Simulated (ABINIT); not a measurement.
# PbS (Galena) (Fm-3m) in ABINIT: a series of runs, part 2 of 2

ABINIT 10.8.3 (patched build). The steps go on from the part before.

## 4. Single point, LDA

The input, run.abi:

```
# Pseudopotentials
pp_dirpath "./"
pseudos "Pb.upf, S.upf"

# Structure
acell 3*1.0 Angstrom
rprim
     0.0000000000     2.9657500000     2.9657500000
     2.9657500000     0.0000000000     2.9657500000
     2.9657500000     2.9657500000     0.0000000000
ntypat 2
znucl 82 16
natom 2
typat 1 2
xred
     0.0000000000     0.0000000000     0.0000000000
     0.5000000000     0.5000000000     0.5000000000

# Plane-wave basis
ecut 24.0

# k points
kptopt 1
ngkpt 6 6 6
nshiftk 1
shiftk 0.0 0.0 0.0

# Exchange and correlation
ixc 7

# Bands and occupations
nband 14
occopt 3
tsmear 0.00183747

# SCF cycle
nstep 100
tolvrs 1.0e-10

# Output
iomode 3
prtwf 0
prtden 0
prteig 0
prtebands 0
prtvol 2
```

Potentials or basis: PseudoDojo NC SR LDA v0.4.1 standard.

Started as:

```console
$ abinit run.abi > log 2>&1
```

run.abo:

```text
.Version 10.8.3 of ABINIT
 Symmetries : space group Fm -3 m (#225); Bravais cF (face-center cubic)
================================================================================
 Values of the parameters that define the memory need of the present run
     intxc =       0    ionmov =       0      iscf =       7    lmnmax =       6
     lnmax =       6     mgfft =      36  mpssoang =       3    mqgrid =    3001
     natom =       2  nloc_mem =       1    nspden =       1   nspinor =       1
    nsppol =       1      nsym =      48    n1xccc =    2501    ntypat =       2
    occopt =       3   xclevel =       1
       mpw =        1994          nfft =       46656          nkpt =          16
================================================================================
================================================================================

--------------------------------------------------------------------------------
------------- Echo of variables that govern the present computation ------------
--------------------------------------------------------------------------------
 -outvars: echo values of preprocessed input variables --------
            acell      1.8897261259E+00  1.8897261259E+00  1.8897261259E+00 Bohr
              amu      2.07200000E+02  3.20660000E+01
             ecut      2.40000000E+01 Hartree
              ixc           7
         kptrlatt        6    0    0      0    6    0      0    0    6
          kptrlen      4.75553798E+01
            natom           2
            nband          14
            ngfft          36      36      36
             nkpt          16
            nstep         100
             nsym          48
           ntypat           2
           occopt           3
           prtden           0
        prtebands           0
           prteig           0
           prtvol           2
            prtwf           0
            rprim      0.0000000000E+00  2.9657500000E+00  2.9657500000E+00
                       2.9657500000E+00  0.0000000000E+00  2.9657500000E+00
                       2.9657500000E+00  2.9657500000E+00  0.0000000000E+00
          spgroup         225
[... 201 lines left out ...]
  -0.45618   -0.45618   -0.45551   -0.45423   -0.45423   -0.30926   -0.14381    0.08960
   0.08960    0.13002    0.20822    0.24789    0.24789    0.42468
      occupation numbers for kpt#   3
   2.00000    2.00000    2.00000    2.00000    2.00000    2.00000    2.00000    2.00000
[... 64 lines left out ...]
      occupation numbers for kpt#  14
   2.00000    2.00000    2.00000    2.00000    2.00000    2.00000    2.00000    2.00000
   2.00000    2.00000    0.00000    0.00000    0.00000    0.00000
 kpt#  15, nband= 14, wtk=  0.11111, kpt= -0.3333  0.3333  0.1667 (reduced coord)
  -0.45862   -0.45555   -0.45489   -0.45475   -0.45355   -0.28007   -0.14920    0.01176
   0.02081    0.12110    0.22203    0.30683    0.31902    0.44934
      occupation numbers for kpt#  15
   2.00000    2.00000    2.00000    2.00000    2.00000    2.00000    2.00000    2.00000
   2.00000    2.00000    0.00000    0.00000    0.00000    0.00000
 kpt#  16, nband= 14, wtk=  0.05556, kpt= -0.3333  0.5000  0.1667 (reduced coord)
  -0.45987   -0.45578   -0.45489   -0.45413   -0.45327   -0.27581   -0.13274   -0.02050
   0.01178    0.09212    0.27018    0.31161    0.34254    0.40644
      occupation numbers for kpt#  16
   2.00000    2.00000    2.00000    2.00000    2.00000    2.00000    2.00000    2.00000
   2.00000    2.00000    0.00000    0.00000    0.00000    0.00000
 Total charge density [el/Bohr^3]
)     Maximum=    7.8600E-01  at reduced coord.    0.0833    0.9167    0.9167
)Next maximum=    7.8600E-01  at reduced coord.    0.9167    0.0833    0.9167
)     Minimum=    8.4481E-04  at reduced coord.    0.5000    0.5000    0.5000
)Next minimum=    1.6256E-03  at reduced coord.    0.0000    0.0000    0.0000
   Integrated=    2.0000E+01

--- !EnergyTerms
iteration_state     : {dtset: 1, }
comment             : Components of total free energy in Hartree
kinetic             :  3.83155009031774E+01
hartree             :  1.51902572909314E+01
xc                  : -2.28961986709472E+01
Ewald energy        : -5.56148219797499E+01
psp_core            :  2.99870423711043E+00
local_psp           : -4.66040986655266E+01
non_local_psp       : -1.27472712490039E+01
internal            : -8.13579281340083E+01
'-kT*entropy'       : -3.81099647991205E-05
total_energy        : -8.13579662439731E+01
total_energy_eV     : -2.21386304365224E+03
band_energy         : -5.03270655704758E+00
...

 Cartesian components of stress tensor (hartree/bohr^3)
  sigma(1 1)=  1.03829668E-04  sigma(3 2)=  0.00000000E+00
  sigma(2 2)=  1.03829668E-04  sigma(3 1)=  0.00000000E+00
  sigma(3 3)=  1.03829668E-04  sigma(2 1)=  0.00000000E+00

-Cartesian components of stress tensor (GPa)         [Pressure= -3.0548E+00 GPa]
- sigma(1 1)=  3.05477430E+00  sigma(3 2)=  0.00000000E+00
- sigma(2 2)=  3.05477430E+00  sigma(3 1)=  0.00000000E+00
- sigma(3 3)=  3.05477430E+00  sigma(2 1)=  0.00000000E+00

== END DATASET(S) ==============================================================
================================================================================

 -outvars: echo values of variables after computation  --------
            acell      1.8897261259E+00  1.8897261259E+00  1.8897261259E+00 Bohr
           etotal     -8.1357966244E+01
            fcart     -0.0000000000E+00 -0.0000000000E+00 -0.0000000000E+00
                      -0.0000000000E+00 -0.0000000000E+00 -0.0000000000E+00
            rprim      0.0000000000E+00  2.9657500000E+00  2.9657500000E+00
                       2.9657500000E+00  0.0000000000E+00  2.9657500000E+00
                       2.9657500000E+00  2.9657500000E+00  0.0000000000E+00
           strten      1.0382966800E-04  1.0382966800E-04  1.0382966800E-04
                       0.0000000000E+00  0.0000000000E+00  0.0000000000E+00
           xangst      0.0000000000E+00  0.0000000000E+00  0.0000000000E+00
                       2.9657500000E+00  2.9657500000E+00  2.9657500000E+00
             xred      0.0000000000E+00  0.0000000000E+00  0.0000000000E+00
                       5.0000000000E-01  5.0000000000E-01  5.0000000000E-01
 Calculation completed.
```

Wall time 14 s (1 thread of Arm Neoverse V1, shared host); peak memory 0.06 GiB.

Results:

* Free energy: -2213.8630 eV
* Band gap on the k mesh: 0.24 eV, direct
* Valence electrons inside the program's atomic spheres: Pb 10.04; S 3.82

Levels at points of the mesh, in eV from the valence-band top:
| k point | band 8 | band 9 | band 10 | band 11 | band 12 | band 13 |
| --- | --- | --- | --- | --- | --- | --- |
| (0.00, 0.00, 0.00) | -2.12 | -2.12 | -2.12 | 5.09 | 5.09 | 5.09 |
| (0.50, 0.00, 0.00) | -1.72 | -1.72 | 0.00 | 0.24 | 1.86 | 1.86 |
| (0.50, 0.50, 0.00) | -5.22 | -3.42 | -3.42 | 3.77 | 5.50 | 5.59 |

Caveat: the cutoff is too short for stress, so the log's stress isn't used; spin-orbit coupling is left out, which as a rule narrows the gap of such compounds by several tenths of an eV.

## 5. Single point, PBE

The input, run.abi:

```
# Pseudopotentials
pp_dirpath "./"
pseudos "Pb.upf, S.upf"

# Structure
acell 4.1942038726 4.1942038726 4.1942038726 Angstrom
rprim
     0.0000000000     0.7071067812     0.7071067812
     0.7071067812     0.0000000000     0.7071067812
     0.7071067812     0.7071067812     0.0000000000
ntypat 2
znucl 82 16
natom 2
typat 1 2
xred
     0.0000000000     0.0000000000     0.0000000000
     0.5000000000     0.5000000000     0.5000000000

# Plane-wave basis
ecut 24.0

# k points
kptopt 1
ngkpt 6 6 6
nshiftk 1
shiftk 0.0 0.0 0.0

# Exchange and correlation
ixc 11

# Bands and occupations
nband 14
occopt 3
tsmear 0.05 eV

# SCF cycle
nstep 100
tolvrs 1.0e-10

# Output
iomode 3
prtwf 0
prtden 0
prteig 0
prtebands 0
enunit 2
```

Potentials or basis: PseudoDojo NC SR PBE v0.4.1 standard.

Started as:

```console
$ abinit run.abi > log 2>&1
```

Run time: 14 s. Hardware: 1 thread of Arm Neoverse V1, shared host; peak memory 0.07 GiB.

The run converged. Its results:

```yaml
Free_energy: -2216.6010 eV
Band_gap_on_the_k_mesh: 0.37 eV, direct
Valence_electrons_inside_the_program's_atomic_spheres: Pb 10.05; S 3.85
```

Levels at points of the mesh, in eV from the valence-band top:
```
           k point  band 8  band 9  band 10  band 11  band 12  band 13
(0.00, 0.00, 0.00)   -2.16   -2.16    -2.16     5.21     5.21     5.21
(0.50, 0.00, 0.00)   -1.78   -1.78     0.00     0.37     1.96     1.96
(0.50, 0.50, 0.00)   -5.19   -3.44    -3.44     3.87     5.58     5.69
```

Caveat: the cutoff is too short for stress, so the log's stress isn't used; spin-orbit coupling is left out, which as a rule narrows the gap of such compounds by several tenths of an eV.

## 6. Single point, PBE, spin-orbit coupling, no magnetisation

run.abi, as its differences from that of step 5:

```diff
@@ -5,3 +5,3 @@
 # Structure
-acell 4.1942038726 4.1942038726 4.1942038726 Angstrom
+acell 7.9258966301 7.9258966301 7.9258966301
 rprim
@@ -14,8 +14,8 @@
 typat 1 2
-xred
+xcart
      0.0000000000     0.0000000000     0.0000000000
-     0.5000000000     0.5000000000     0.5000000000
+     5.6044552541     5.6044552541     5.6044552541
 
 # Plane-wave basis
-ecut 24.0
+ecut 653.073270 eV
 
@@ -31,5 +31,10 @@
 # Bands and occupations
-nband 14
+nband 28
 occopt 3
 tsmear 0.05 eV
+
+# Spin
+nspinor 2
+nspden 1
+so_psp 2*1
 
@@ -45,2 +50 @@
 prtebands 0
-enunit 2
```

Potentials or basis: PseudoDojo NC FR PBE v0.4 standard.

Started as:

```console
$ abinit run.abi > log 2>&1
```

It took 84 s on 1 thread of Arm Neoverse V1, shared host; peak memory 0.09 GiB.

Results (log left out):

```yaml
Free_energy: -2212.4360 eV
Pressure: 1.3 GPa
Band_gap_on_the_k_mesh: 0.08 eV, direct
Valence_electrons_inside_the_program's_atomic_spheres: Pb 10.04; S 3.83
```

Levels at points of the mesh, in eV from the valence-band top:
```
           k point  band 17  band 18  band 19  band 20  band 21  band 22  band 23  band 24
(0.00, 0.00, 0.00)    -2.04    -2.04    -2.04    -2.04     3.54     3.54     6.05     6.05
(0.50, 0.00, 0.00)    -1.74    -1.74     0.00     0.00     0.08     0.08     1.67     1.67
(0.50, 0.50, 0.00)    -3.57    -3.57    -3.25    -3.25     3.98     3.98     4.55     4.55
```

## 7. Overview

| task | level | potentials or basis | spin | cell | cutoff (eV) | cell freedom (optcell) | optimiser (ionmov) | cutoff smearing ecutsm (Ha) | force stop (Ha/bohr) | fine-grid cutoff | gap on the mesh (eV) |
| --- | --- | --- | --- | --- | --- | --- | --- | --- | --- | --- | --- |
| relaxation of cell and atoms | PBE | JTH PAW PBE v2.0 sp | SOC, no magnetisation | relaxed | 408 | 2 | 22 | 0.5 | 2e-05 | 816.342 eV | 0.13 |
| single point | PBE | JTH PAW PBE v2.0 sp | SOC, no magnetisation | cell relaxed | 408 | - | - | - | - | 816.342 eV | 0.13 |
| single point | LDA | PseudoDojo NC SR LDA v0.4.1 standard | off | as given | 653 | - | - | - | - | - | 0.24 |
| single point | PBE | PseudoDojo NC SR PBE v0.4.1 standard | off | as given | 653 | - | - | - | - | - | 0.37 |
| single point | PBE | PseudoDojo NC FR PBE v0.4 standard | SOC, no magnetisation | as given | 653 | - | - | - | - | - | 0.08 |

Alike in all rows: k mesh 6 × 6 × 6; smearing fermi-dirac 0.05 eV.

Caveats: this set keeps more shells in the core, which shifts pressures and gaps (some runs); spin-orbit coupling is left out, which as a rule narrows the gap of such compounds by several tenths of an eV (some runs).

Total energies depend on the potentials used, so only differences within one code and one set of settings carry meaning.
